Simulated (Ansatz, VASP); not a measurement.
Mg in VASP and in Ansatz

```
Mg
1.0
    -1.83599    1.83599    1.67940
     1.83599   -1.83599    1.67940
     1.83599    1.83599   -1.67940
Mg
1
Cartesian
  0.0000 0.0000 0.0000
```

This isn't the form of Mg at room conditions, which is hcp.

Alike in both runs: task single point; functional PBE; k mesh 22 × 22 × 22; occupations gaussian, width 0.15 eV; no spin polarisation.

```csv
,VASP,Ansatz
version,VASP 6.6.1,Ansatz 0.2.0
potentials or method,"VASP PAW PBE potentials, release 64 (Mg)","scalar-relativistic, plane waves, PAW"
plane-wave cutoff (eV),520,420
valence electrons in the cell,2,10
```

Ansatz gave:

* gap on the k mesh at the Fermi level (eV): none
* pressure (GPa): 0.6
* largest component of the traceless stress (GPa): 0.19

**Question.** What did VASP give for the same quantities?

**Answer.** gap on the k mesh at the Fermi level (eV): none; pressure (GPa): 0.4; largest component of the traceless stress (GPa): 0.18.

A gap of «none» marks a metal or a gap that the smearing closes. With one functional, cell and mesh, what is left measures potentials, basis and numerics. The two sets of potentials don't hold the same shells in valence.
